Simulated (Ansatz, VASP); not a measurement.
# Two plane-wave programs on Si

```xyz
2
Lattice="0.0000 2.7017 2.7017 2.7017 0.0000 2.7017 2.7017 2.7017 0.0000" Properties=species:S:1:pos:R:3 pbc="T T T"
Si    2.7017    2.7017    2.7017
Si    4.0525    4.0525    4.0525
```

Alike in both runs: task single point; functional LDA; k mesh 10 × 10 × 10; occupations gaussian, width 1 eV; no spin polarisation.

|  | VASP | Ansatz |
| --- | --- | --- |
| version | VASP 6.6.1 | Ansatz 0.2.0 |
| potentials or method | VASP PAW LDA potentials, release 64 (Si) | plane waves (420 eV) with PAW, scalar-relativistic |
| plane-wave cutoff (eV) | 520 | 420 |
| valence electrons in the cell | 8 | 8 |

|  | VASP | Ansatz | Ansatz less VASP |
| --- | --- | --- | --- |
| pressure (GPa) | -0.2 | -0.2 | -0.04 |

Ansatz warned: «pseudo_functional_mismatch».
